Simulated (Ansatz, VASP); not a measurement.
# Cs2Br3 in VASP and in Ansatz

```
Cs Br
1.0
     4.48523    2.58955    8.02666
    -4.48523    2.58955    8.02666
     0.00000   -5.17909    8.02666
Cs Br
4 6
Cartesian
  0.0000 0.0000 20.8626
  0.0000 0.0000 15.2574
  0.0000 0.0000 3.2174
  0.0000 0.0000 8.8226
  -2.1707 -2.5895 10.0333
  3.3280 -0.5851 10.0333
  -1.1572 3.1747 10.0333
  2.1707 2.5895 14.0467
  -3.3280 0.5851 14.0467
  1.1572 -3.1747 14.0467
```

Alike in both runs: functional PBE; k mesh 3 × 3 × 3; occupations gaussian, width 0.1 eV; no spin polarisation.

Ansatz relaxed the structure, and its values are those at the end. VASP's run is a single point on that final structure, the one shown.

|  | VASP | Ansatz |
| --- | --- | --- |
| version | VASP 6.6.1 | Ansatz 0.2.0 |
| potentials or method | VASP PAW PBE potentials, release 64 (Cs_sv, Br) | scalar-relativistic, plane waves, PAW |
| plane-wave cutoff (eV) | 520 | 420 |
| valence electrons in the cell | 78 | 78 |

```csv
,VASP,Ansatz,Ansatz less VASP
gap on the k mesh at the Fermi level (eV),none,none,-
pressure (GPa),0.2,0.1,-0.02
rms of the force components (eV/Å),0.016,0.017,+0.0004
```

A gap of «none» marks a metal or a gap that the smearing closes.

Spin-orbit coupling is left out, which matters for the levels of Cs.
